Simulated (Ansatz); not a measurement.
**Structure relaxation of Zr₃B₂**

These are results of DFT PBE, scalar-relativistic, plane waves, PAW in Ansatz 0.2.0, not measurements. Cutoff 420 eV, Γ-centred k mesh, Gaussian smearing, no spin polarisation in the final step.

The start puts Zr₃B₂ on the tetradymite structure type (R-3m, No. 166), with B in place of Bi, Zr in place of Te, at a guessed volume.

```yaml
crystal:
  lattice:
    - [1.57352, 0.90848, 7.29409]
    - [-1.57352, 0.90848, 7.29409]
    - [0.00000, -1.81695, 7.29409]
  atoms:
    - { symbol: Zr, position: [0.00000, 0.00000, 0.00000] }
    - { symbol: Zr, position: [0.20950, 0.20950, 0.20950] }
    - { symbol: Zr, position: [0.79050, 0.79050, 0.79050] }
    - { symbol: B, position: [0.40000, 0.40000, 0.40000] }
    - { symbol: B, position: [0.60000, 0.60000, 0.60000] }
```

Cell and atoms relax at zero pressure; the relaxation can't lower the symmetry of the start. After a coarse first stage the cell is made exact in the group found at 0.06 Å.

The zero of energy is the elements' standard structures at the same level; no fitted shifts are applied.

Describe the relaxed structure.

It keeps R-3m (No. 166). The result has the tetradymite structure. Conventional cell: a = 3.435 Å, c = 25.502 Å. Zr on Wyckoff site a (1 atom of the primitive cell) has 6 B at 2.48 Å; Zr on Wyckoff site c (2 atoms of the primitive cell) has 3 B at 2.35 Å; B has 6 Zr at 2.35–2.48 Å.

```
Zr B
1.0
     1.71771    0.99172    8.50072
    -1.71771    0.99172    8.50072
     0.00000   -1.98344    8.50072
Zr B
3 2
Direct
  0.00000 0.00000 0.00000
  0.22566 0.22566 0.22566
  0.77434 0.77434 0.77434
  0.39146 0.39146 0.39146
  0.60854 0.60854 0.60854
```

What are its volume, energy, density and gap?

The volume per atom is 17.38 Å³. The density is 5.64 g/cm³ and the energy over the elements is -0.31 eV/atom. The gap on the 12×12×12 mesh is 0 eV (a metal).

The final run used a 12×12×12 mesh on its 5-atom cell and 0.10 eV smearing. The k mesh leaves about 4 meV/atom of noise in metals. Symmetry constrained the relaxation, so the result can be a saddle point.